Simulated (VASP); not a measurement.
# ZnS (Wurtzite-2H) (P6_3mc) in VASP: settings compared, part 2 of 3

VASP 6.6.1. The steps go on from the part before.

### 3 Born charges and dielectric tensor, LDA

INCAR

```
SYSTEM = ZnS
PREC     = Accurate       ! precision mode
ENCUT    = 520            ! plane-wave cutoff, eV
EDIFF    = 1E-8           ! SCF threshold, eV
ISMEAR   = -1             ! smearing method
SIGMA    = 0.05           ! smearing width, eV
LREAL    = .FALSE.        ! projectors in reciprocal space
LASPH    = .TRUE.         ! aspherical terms in the spheres
NELM     = 60             ! most SCF steps
ALGO     = Fast           ! electronic algorithm
ISIF     = 2              ! what is computed and relaxed
LWAVE    = .FALSE.        ! write WAVECAR
LCHARG   = .FALSE.        ! write CHGCAR
GGA      = CA             ! functional
LEPSILON = .TRUE.         ! dielectric tensor by DFPT
IBRION   = 8              ! ionic algorithm
```

KPOINTS

```
regular mesh
0
G
  8 8 5
  0 0 0
```

POSCAR

```
ZnS
1.0
    3.8110000000      0.0000000000      0.0000000000
   -1.9055000000      3.3004228138      0.0000000000
    0.0000000000      0.0000000000      6.2340000000
Zn S
2 2
Direct
    0.6666666667      0.3333333333      0.5000000000
    0.3333333333      0.6666666667      0.0000000000
    0.6666666667      0.3333333333      0.8850000000
    0.3333333333      0.6666666667      0.3850000000
```

Potentials or basis: VASP PAW LDA potentials, release 64 (Zn, S).

On the command line:

```sh
cat potpaw_LDA.64/Zn/POTCAR potpaw_LDA.64/S/POTCAR > POTCAR
mpirun -np 1 vasp_std > vasp.out
```

OUTCAR:

```text
SYSTEM = ZnS
   PREC = Accurate
   ENCUT = 520
   EDIFF = 1E-8
   ISMEAR = -1
   LREAL = .FALSE.
   LASPH = .TRUE.
   NELM = 60
   ISIF = 2
   GGA = CA
   LEPSILON = .TRUE.
   IBRION = 8

 ion  position               nearest neighbor table
   1  0.667  0.333  0.500-   4 2.31   4 2.31   4 2.31   3 2.40
   2  0.333  0.667  0.000-   3 2.31   3 2.31   3 2.31   4 2.40
   3  0.667  0.333  0.885-   2 2.31   2 2.31   2 2.31   1 2.40
   4  0.333  0.667  0.385-   1 2.31   1 2.31   1 2.31   2 2.40

  LATTYP: Found a hexagonal cell.
 ALAT       =     3.8110000000
 C/A-ratio  =     1.6357911309

  Lattice vectors:

 A1 = (   3.8110000000,   0.0000000000,   0.0000000000)
 A2 = (  -1.9055000000,   3.3004228138,   0.0000000000)
 A3 = (   0.0000000000,   0.0000000000,   6.2340000000)

Analysis of symmetry for initial positions (statically):
=====================================================================
 Subroutine PRICEL returns:
 Original cell was already a primitive cell.

 Routine SETGRP: Setting up the symmetry group for a
 hexagonal supercell.

 Subroutine GETGRP returns: Found 12 space group operations
 (whereof  6 operations were pure point group operations)
 out of a pool of 24 trial point group operations.

[... 909 lines left out ...]
  x    -0.00000     0.00000    -0.00000    -6.04769     0.00000     3.30050
  y    -6.04769     6.04769     0.00000     0.00000     2.76460    -0.00000
  z     3.10095     3.10095    -2.95108     0.00000    -0.00000     0.00000

 SECOND DERIVATIVES (NOT SYMMETRIZED)
 ------------------------------------
               1X          1Y          1Z          2X          2Y          2Z          3X          3Y          3Z          4X          4Y          4Z
  1X    -6.294173    0.000000    0.000000   -0.170580    0.000000    0.000000    0.398770   -0.000000    0.000000    6.065982    0.000000   -0.000000
  1Y    -0.000000   -6.294173    0.000000    0.000000   -0.170580   -0.000000    0.000000    0.398770    0.000000    0.000000    6.065982    0.000000
  1Z     0.000000   -0.000000   -5.722129    0.000000    0.000000    1.697372    0.000000    0.000000    2.333042    0.000000    0.000000    1.691715
  2X    -0.170580    0.000000    0.000000   -6.294173    0.000000    0.000000    6.065982    0.000000    0.000000    0.398770   -0.000000    0.000000
  2Y     0.000000   -0.170580    0.000000   -0.000000   -6.294173   -0.000000   -0.000000    6.065982    0.000000    0.000000    0.398770   -0.000000
  2Z     0.000000   -0.000000    1.697372    0.000000    0.000000   -5.722129    0.000000    0.000000    1.691715    0.000000    0.000000    2.333042
  3X     0.418014    0.000000   -0.000000    6.084424    0.000000    0.000000   -7.024534   -0.000000    0.000000    0.522096    0.000000   -0.000000
  3Y     0.000000    0.418014    0.000000    0.000000    6.084424    0.000000    0.000000   -7.024534    0.000000   -0.000000    0.522096    0.000000
  3Z     0.000000   -0.000000    2.337025    0.000000   -0.000000    1.689473    0.000000    0.000000   -7.360197    0.000000   -0.000000    3.333699
  4X     6.084424    0.000000    0.000000    0.418014   -0.000000    0.000000    0.522096    0.000000    0.000000   -7.024534   -0.000000    0.000000
  4Y     0.000000    6.084424   -0.000000    0.000000    0.418014   -0.000000   -0.000000    0.522096   -0.000000    0.000000   -7.024534   -0.000000
  4Z    -0.000000    0.000000    1.689473    0.000000    0.000000    2.337025    0.000000    0.000000    3.333699    0.000000   -0.000000   -7.360197

 Eigenvectors and eigenvalues of the dynamical matrix
 ----------------------------------------------------

   1 f  =    9.040225 THz    56.801411 2PiTHz  301.549461 cm-1    37.387351 meV
             X         Y         Z           dx          dy          dz
      1.905500  1.100141  3.117000     0.000000    0.000000   -0.044953
     -0.000000  2.200282  0.000000    -0.000000   -0.000000    0.044953
      1.905500  1.100141  5.517090     0.000000    0.000000    0.705676
     -0.000000  2.200282  2.400090    -0.000000   -0.000000   -0.705676
[... 71 lines left out ...]
  12 f/i=    0.011713 THz     0.073595 2PiTHz    0.390706 cm-1     0.048441 meV
             X         Y         Z           dx          dy          dz
      1.905500  1.100141  3.117000    -0.098683   -0.571303   -0.000000
     -0.000000  2.200282  0.000000    -0.098683   -0.571303   -0.000000
      1.905500  1.100141  5.517090    -0.068905   -0.398907   -0.000000
     -0.000000  2.200282  2.400090    -0.068905   -0.398907   -0.000000

--------------------------------------------------------------------------------------------------------

 MACROSCOPIC STATIC DIELECTRIC TENSOR IONIC CONTRIBUTION
 ------------------------------------------------------
           2.662603     0.000000     0.000000
           0.000000     2.662603    -0.000000
           0.000000    -0.000000     4.769127
 ------------------------------------------------------

 ELASTIC MODULI CONTR FROM IONIC RELAXATION (kBar)
 Direction    XX          YY          ZZ          XY          YZ          ZX
 --------------------------------------------------------------------------------
 XX        -296.4047    100.8039     93.3400     -0.0000      0.0000      0.0000
 YY         100.8039   -296.4047     93.3400      0.0000     -0.0000     -0.0000
 ZZ          93.3400     93.3400    -89.0831     -0.0000     -0.0000      0.0000
 XY          -0.0000      0.0000     -0.0000   -198.6043      0.0000      0.0000
 YZ          -0.0000     -0.0000     -0.0000      0.0000    -51.7279     -0.0000
 ZX           0.0000     -0.0000      0.0000      0.0000     -0.0000    -64.2787
 --------------------------------------------------------------------------------

 PIEZOELECTRIC TENSOR IONIC CONTR  for field in x, y, z        (C/m^2)
          XX          YY          ZZ          XY          YZ          ZX
  --------------------------------------------------------------------------------
  x     0.00000    -0.00000     0.00000     0.00000    -0.00000    -0.38928
  y     0.00000    -0.00000    -0.00000    -0.00000    -0.34921    -0.00000
  z    -0.64263    -0.64263     0.61332     0.00000     0.00000    -0.00000
```

stdout:

```text
POSCAR found type information on POSCAR ZnS
 POSCAR found :  2 types and       4 ions
 scaLAPACK will be used
 LDA part: xc-table for (Slater(with rela. corr.)+CA(PZ))
 , standard interpolation
 POSCAR, INCAR and KPOINTS ok, starting setup
 FFT: planning ... GRIDC
 FFT: planning ... GRID_SOFT
 FFT: planning ... GRID
[... 33 lines left out ...]
 first order change of Fermi-energy   0.32753E+00
 force on displaced ion       1 direction 3 :  -0.000   0.000  -5.722
 Born effective charge ion    1 direction 3 :   0.000   0.000   2.037
 Linear response progress:
 first order change of Fermi-energy   0.24248E-01
 force on displaced ion       3 direction 1 :  -7.025  -0.001   0.000
 Born effective charge ion    3 direction 1 :  -1.941   0.000   0.000
 Linear response progress:
 first order change of Fermi-energy  -0.29146E+00
 force on displaced ion       3 direction 3 :   0.000   0.000  -7.360
 Born effective charge ion    3 direction 3 :   0.000   0.000  -2.041
 Born effective charges drift removed
 Linear response finished
```

It took 12 min on 1 thread of Intel Xeon 6975P-C (Granite Rapids), shared host; peak memory 0.67 GiB.

Results:

```
Band gap on the k mesh                                  : 2.02 eV, direct
Electronic dielectric tensor (diagonal)                 : 6.14, 6.14, 6.18
Born charges (mean of the diagonal)                     : Zn +1.97; S -1.97 e
Highest phonon frequency at Γ, LO-TO splitting left out : 302 cm⁻¹
```

Phonon frequencies in cm⁻¹ (negative: imaginary):
| q point | frequencies |
| --- | --- |
| (0.000, 0.000, 0.000) | 0 0 0 77 77 175 226 286 286 289 289 302 |

Electronic dielectric tensor:
```
6.14 0.00 0.00
0.00 6.14 0.00
0.00 0.00 6.18
```

Born effective charge tensors (e):
atom 1, Zn
```
1.93 0.00 0.00
0.00 1.93 0.00
0.00 0.00 2.04
```
atom 2, Zn
```
1.93 0.00 0.00
0.00 1.93 0.00
0.00 0.00 2.04
```
atom 3, S
```
-1.93  0.00  0.00
 0.00 -1.93  0.00
 0.00  0.00 -2.04
```
atom 4, S
```
-1.93  0.00  0.00
 0.00 -1.93  0.00
 0.00  0.00 -2.04
```

### 4 Phonons, PBE

POSCAR is that of step 3.

INCAR.step1

```
PREC = Accurate ; ENCUT = 600
EDIFF = 1E-8 ; ISMEAR = -1
SIGMA = 0.05 ; LREAL = False
LASPH = True ; NELM = 100
ALGO = Normal ; ISIF = 3
LWAVE = False ; LCHARG = False
GGA = PE ; IBRION = 2
NSW = 40 ; EDIFFG = -0.002
```

INCAR.step2

```
PREC = Accurate ; ENCUT = 600
EDIFF = 1E-8 ; ISMEAR = -1
SIGMA = 0.05 ; LREAL = False
LASPH = True ; NELM = 100
ALGO = Normal ; ISIF = 2
LWAVE = False ; LCHARG = False
GGA = PE ; IBRION = 6
NFREE = 2 ; POTIM = 0.015
NSW = 1
```

KPOINTS

```
Automatic mesh
0
Gamma
  6 6 4
```

Potentials or basis: VASP PAW PBE potentials, release 64 (Zn, S).

On the command line:

```sh
cat potpaw_PBE.64/Zn/POTCAR potpaw_PBE.64/S/POTCAR > POTCAR
cp INCAR.step1 INCAR
mpirun -np 1 vasp_std > vasp.out
cp CONTCAR POSCAR
cp INCAR.step2 INCAR
mpirun -np 1 vasp_std > vasp.out
```

OUTCAR:

```text
PREC = Accurate
   ENCUT = 600
   EDIFF = 1E-8
   ISMEAR = -1
   LREAL = False
   LASPH = True
   NELM = 100
   ISIF = 2
   GGA = PE
   IBRION = 6
   NFREE = 2
   POTIM = 0.015
   NSW = 1

 ion  position               nearest neighbor table
   1  0.667  0.333  0.505-   4 2.36   4 2.36   4 2.36   3 2.36
   2  0.333  0.667  0.005-   3 2.36   3 2.36   3 2.36   4 2.36
   3  0.667  0.333  0.880-   2 2.36   2 2.36   2 2.36   1 2.36
   4  0.333  0.667  0.380-   1 2.36   1 2.36   1 2.36   2 2.36

[... 1155 lines left out ...]
          X           Y           Z          XY          YZ          ZX
  --------------------------------------------------------------------------------
  x     0.00000     0.00000     0.00000    -5.55770     0.00000     3.10142
  y    -5.55770     5.55770     0.00000    -0.00000     3.10143    -0.00000
  z     2.99934     2.99934    -5.40191     0.00000     0.00000     0.00000

 Eigenvectors and eigenvalues of the dynamical matrix
 ----------------------------------------------------

   1 f  =    9.628982 THz    60.500677 2PiTHz  321.188259 cm-1    39.822251 meV
             X         Y         Z           dx          dy          dz
      1.924076  1.110866  3.187635     0.000000    0.000000    0.114226
     -0.000000  2.221732  0.032985    -0.000000   -0.000000   -0.114226
      1.924076  1.110866  5.550746     0.000000    0.000000   -0.697820
     -0.000000  2.221732  2.396096    -0.000000   -0.000000    0.697820
[... 71 lines left out ...]
  12 f/i=    0.015701 THz     0.098653 2PiTHz    0.523733 cm-1     0.064935 meV
             X         Y         Z           dx          dy          dz
      1.924076  1.110866  3.187635     0.000000    0.000000    0.580036
     -0.000000  2.221732  0.032985     0.000000    0.000000    0.580036
      1.924076  1.110866  5.550746     0.000000    0.000000    0.404423
     -0.000000  2.221732  2.396096     0.000000    0.000000    0.404423

 ELASTIC MODULI CONTR FROM IONIC RELAXATION (kBar)
 Direction    XX          YY          ZZ          XY          YZ          ZX
 --------------------------------------------------------------------------------
 XX        -255.2213    118.7121    122.9473     -0.0000      0.0000     -0.0000
 YY         118.7121   -255.2213    122.9473      0.0000      0.0000      0.0000
 ZZ         122.9473    122.9473   -221.4657     -0.0000     -0.0000      0.0000
 XY          -0.0000      0.0000     -0.0000   -186.9667     -0.0000      0.0000
 YZ          -0.0000      0.0000     -0.0000     -0.0000    -69.9258     -0.0000
 ZX          -0.0000      0.0000      0.0000      0.0000     -0.0000    -69.9256
 --------------------------------------------------------------------------------
```

Run time: 6.5 min. Hardware: 1 thread of Intel Xeon 6975P-C (Granite Rapids), shared host; peak memory 0.4 GiB.

Results:

* Relaxed volume: 20.23 Å³/atom
* Relaxed cell: a = 3.848 Å, b = 3.848 Å, c = 6.309 Å, α = 90.00°, β = 90.00°, γ = 120.00°
* Space group after relaxing (to 0.05 Å): P6_3mc (No. 186)
* Highest phonon frequency at Γ, LO-TO splitting left out: 321 cm⁻¹

The path:
```csv
step,energy change (eV),largest force (eV/Å),pressure (GPa),volume (Å³)
1,0.0000,0.3238,2.50,78.41
2,-0.0318,0.0907,-0.82,81.93
3,-0.0332,0.1289,-0.30,81.31
4,-0.0364,0.0715,-0.09,81.05
5,-0.0378,0.0000,0.16,80.75
6,-0.0393,0.0040,0.02,80.89
7,-0.0394,0.0050,-0.01,80.93
8,-0.0395,0.0009,0.01,80.91
```

Final structure:
```cif
data_structure
_symmetry_space_group_name_H-M 'P 1'
_symmetry_Int_Tables_number 1
_cell_length_a 3.8482
_cell_length_b 3.8482
_cell_length_c 6.3093
_cell_angle_alpha 90.000
_cell_angle_beta 90.000
_cell_angle_gamma 120.000
_cell_volume 80.91
loop_
_atom_site_label
_atom_site_type_symbol
_atom_site_fract_x
_atom_site_fract_y
_atom_site_fract_z
_atom_site_occupancy
Zn1 Zn 0.66667 0.33333 0.50523 1
Zn2 Zn 0.33333 0.66667 0.00523 1
S1 S 0.66667 0.33333 0.87977 1
S2 S 0.33333 0.66667 0.37977 1
```

Phonon frequencies in cm⁻¹ (negative: imaginary):
```tsv
q point	frequencies
(0.000, 0.000, 0.000)	-1 0 0 69 69 187 257 263 263 268 268 321
```

### 5 Elastic constants, PBE

POSCAR is that of step 4.

INCAR.step1

```
SYSTEM = ZnS
  PREC = Accurate
  ENCUT = 600
  EDIFF = 1E-8
  ISMEAR = -1
  SIGMA = 0.05
  LREAL = .FALSE.
  LASPH = .TRUE.
  NELM = 60
  ALGO = Normal
  ISIF = 3
  LWAVE = .FALSE.
  LCHARG = .FALSE.
  GGA = PE
  IBRION = 2
  NSW = 40
  EDIFFG = -0.002
```

INCAR.step2

```
SYSTEM = ZnS
  PREC = Accurate
  ENCUT = 600
  EDIFF = 1E-8
  ISMEAR = -1
  SIGMA = 0.05
  LREAL = .FALSE.
  LASPH = .TRUE.
  NELM = 60
  ALGO = Normal
  ISIF = 3
  LWAVE = .FALSE.
  LCHARG = .FALSE.
  GGA = PE
  IBRION = 6
  NFREE = 2
  POTIM = 0.015
  NSW = 1
```

KPOINTS

```
regular mesh
0
G
  6 6 4
  0 0 0
```

On the command line:

```sh
cat potpaw_PBE.64/Zn/POTCAR potpaw_PBE.64/S/POTCAR > POTCAR
cp INCAR.step1 INCAR
mpirun -np 1 vasp_std > vasp.out
cp CONTCAR POSCAR
cp INCAR.step2 INCAR
mpirun -np 1 vasp_std > vasp.out
```

Wall time 15 min (1 thread of Intel Xeon 6975P-C (Granite Rapids), shared host); peak memory 0.4 GiB.

The run converged. Its results:

- Relaxed volume: 20.23 Å³/atom
- Relaxed cell: a = 3.848 Å, b = 3.848 Å, c = 6.309 Å, α = 90.00°, β = 90.00°, γ = 120.00°
- Space group after relaxing (to 0.05 Å): P6_3mc (No. 186)
- Voigt bulk modulus: 69 GPa
- Highest phonon frequency at Γ, LO-TO splitting left out: 321 cm⁻¹

The path:
| step | energy change (eV) | largest force (eV/Å) | pressure (GPa) | volume (Å³) |
| --- | --- | --- | --- | --- |
| 1 | 0.0000 | 0.3238 | 2.50 | 78.41 |
| 2 | -0.0318 | 0.0907 | -0.82 | 81.93 |
| 3 | -0.0332 | 0.1289 | -0.30 | 81.31 |
| 4 | -0.0364 | 0.0715 | -0.09 | 81.05 |
| 5 | -0.0378 | 0.0000 | 0.16 | 80.75 |
| 6 | -0.0393 | 0.0040 | 0.02 | 80.89 |
| 7 | -0.0394 | 0.0050 | -0.01 | 80.93 |
| 8 | -0.0395 | 0.0009 | 0.01 | 80.91 |

Final structure:
```cif
data_structure
_symmetry_space_group_name_H-M 'P 1'
_symmetry_Int_Tables_number 1
_cell_length_a 3.8482
_cell_length_b 3.8482
_cell_length_c 6.3093
_cell_angle_alpha 90.000
_cell_angle_beta 90.000
_cell_angle_gamma 120.000
_cell_volume 80.91
loop_
_atom_site_label
_atom_site_type_symbol
_atom_site_fract_x
_atom_site_fract_y
_atom_site_fract_z
_atom_site_occupancy
Zn1 Zn 0.66667 0.33333 0.50523 1
Zn2 Zn 0.33333 0.66667 0.00523 1
S1 S 0.66667 0.33333 0.87977 1
S2 S 0.33333 0.66667 0.37977 1
```

Phonon frequencies in cm⁻¹ (negative: imaginary):
```csv
q point,frequencies
"(0.000, 0.000, 0.000)",-1 0 0 69 69 187 257 263 263 268 268 321
```

Elastic tensor in Voigt notation (GPa, in the Cartesian axes of the cell as first typed):
```
115  51  39   0   0   0
 51 115  39   0   0   0
 39  39 135   0   0   0
  0   0   0  27   0   0
  0   0   0   0  27   0
  0   0   0   0   0  32
```

Clamped-ion elastic tensor (GPa):
```
141  39  26   0   0   0
 39 141  26   0   0   0
 26  26 158   0   0   0
  0   0   0  34   0   0
  0   0   0   0  34   0
  0   0   0   0   0  51
```

(Part 2 of 3 ends here.)
